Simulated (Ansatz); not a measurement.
Zone-centre phonons of PtSe₂ at 40 GPa: input and output

Method: DFT PBEsol, scalar-relativistic, plane waves, PAW in Ansatz 0.2.0.

Launched with:
```bash
ansatz run input.yaml --threads 1 --pin off --max-ram 3072MiB --backend cpu --events-out ev --progress --plain --runs-dir out
```

Input (bare energies are in eV):
```yaml
crystal:
  lattice:
    - [3.5946472167, 0.0, 0.0]
    - [-1.7973236084, 3.1130558073, 0.0]
    - [0.0, 0.0, 4.0840597629]
  atoms:
    - { symbol: Pt, position: [0.0, 0.0, 0.0] }
    - { symbol: Se, position: [0.3333333333, 0.6666666667, 0.296858983] }
    - { symbol: Se, position: [0.6666666667, 0.3333333333, 0.703141017] }
basis:
  ecutwfc: 420
kpoints:
  mp_grid: { grid: [12, 12, 8] }
hamiltonian:
  xc: pbesol
scf:
  occupations: { method: fermi_dirac, width: 0.15 }
output:
  eigenvalues: true
phonons:
  method: dfpt
  eigenvectors: true
```

The end of the output:
```
--- Phonons (Γ-DFPT): 4 representative perturbations + reference, on 320 of 1152 k-points (Σ response iterations 13) ---
  k mesh reduced under 2 symmetry operations, with k and −k counted as one. Each operation leaves every solved perturbation unchanged. A smaller set is not used because it would not reduce the number of displacements ...
  ASR residual: 3.681e-4 → 0.000e0 eV/Å²; symmetrization residual: 2.055e-5 eV/Å²
  ASR residual per site (eV/Å²): 3.68e-4 5.88e-5 5.88e-5
  Γ frequencies (cm⁻¹): 0.00 0.00 0.00 212.03 212.03 258.05 278.81 278.81 292.98
  non-analytic LO–TO correction: not included (Born effective charges unavailable; polar crystals: no LO–TO splitting at Γ)
```

Time: 7.2 min on 1 thread of Intel(R) Xeon(R) Processor @ 2.50GHz (Skylake/Cascade Lake), on a shared host, peak memory 1.6 GiB.

In a metal, frequencies and elastic constants depend on the k mesh and the smearing, soft modes and shear constants most. Spin–orbit coupling is left out, which matters for heavy elements. Other phases may be more stable at this pressure. A semilocal functional can close a gap that the real compound has.